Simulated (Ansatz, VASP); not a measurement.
Gd: VASP beside Ansatz

INCAR

```
ALGO = Normal
EDIFF = 1E-6
ENCUT = 520
GGA = PS
ISIF = 2
ISMEAR = -1
ISPIN = 2
LASPH = T
LCHARG = T
LDAU = T
LDAUJ = 0
LDAUL = 3
LDAUPRINT = 1
LDAUTYPE = 2
LDAUU = 4
LELF = T
LMAXMIX = 6
LORBIT = 11
LREAL = F
LVHAR = T
LWAVE = F
MAGMOM = 7
NBANDS = 19
NELM = 150
PREC = Accurate
SIGMA = 0.05
```

Contents of KPOINTS:

```
k-points
0
Gamma
  9 9 9
```

File POSCAR:

```
Gd
1.0
   -2.0250000000      2.0250000000      2.0250000000
    2.0250000000     -2.0250000000      2.0250000000
    2.0250000000      2.0250000000     -2.0250000000
Gd
1
Direct
    0.0000000000      0.0000000000      0.0000000000
```

File input.yaml:

```yaml
crystal:
  lattice:
    - [-2.025, 2.025, 2.025]
    - [2.025, -2.025, 2.025]
    - [2.025, 2.025, -2.025]
  atoms:
    - { symbol: Gd, position: [0.0, 0.0, 0.0], spin: 7.0 }
kpoints:
  mp_grid: { grid: [9, 9, 9] }
scf:
  occupations: { method: fermi_dirac, width: 0.05 }
hamiltonian:
  xc: pbesol
  pseudopotentials: { kind: all_electron, lapw: { basis_error: 0.001 } }
  hubbard:
    sites: [{ species: Gd, l: f, u_eff: 4 }]
    double_counting: fll
    projectors: ortho-atomic
magnetization:
  spin_polarized: true
output:
  forces: true
  stress: true
  eigenvalues: true
  dos: { projected: false, de: 0.1, e_range: [-20, 10] }
  hubbard: {}
```

Alike in both runs: functional PBEsol; k mesh 9 × 9 × 9; occupations fermi-dirac, width 0.05 eV; collinear spin; Hubbard terms Gd f U = 4.0 eV.

|  | VASP | Ansatz |
| --- | --- | --- |
| version | VASP 6.6.1 | Ansatz 0.2.0 |
| potentials or method | VASP PAW PBE potentials, release 64 (Gd) | all-electron LAPW, scalar-relativistic |
| plane-wave cutoff (eV) | 520 | see its input |
| task | single point | density of states |

```csv
,VASP,Ansatz,Ansatz less VASP
gap on the k mesh at the Fermi level (eV),none,none,-
pressure (GPa),-2.0,-2.1,-0.11
net moment per atom (μB),7.79,7.79,+0.007
size of the moment on the site where the two differ most (μB),7.13,7.60,+0.469
```

Site moments also hang on the region over which each program counts them. The programs project onto different local orbitals, so the same U acts differently. A gap of «none» marks a metal or a gap that the smearing closes. Ansatz ran all-electron here, so the differences hold the error of VASP's frozen core and of both bases.

Caveats: spin-orbit coupling is left out, which moves the levels of the heavy elements; the PAW data sets were made with another functional, which shifts forces and pressure a little (VASP); the magnetic state may not be the lowest (Ansatz); an open f shell can end in a state above the lowest (Ansatz); U is the effective U less J, on atomic orbitals that reach past the spheres (Ansatz); the density of states is complete only up to the lowest level of the last band computed (Ansatz). The state reached can hang on the start; a lower one may exist.
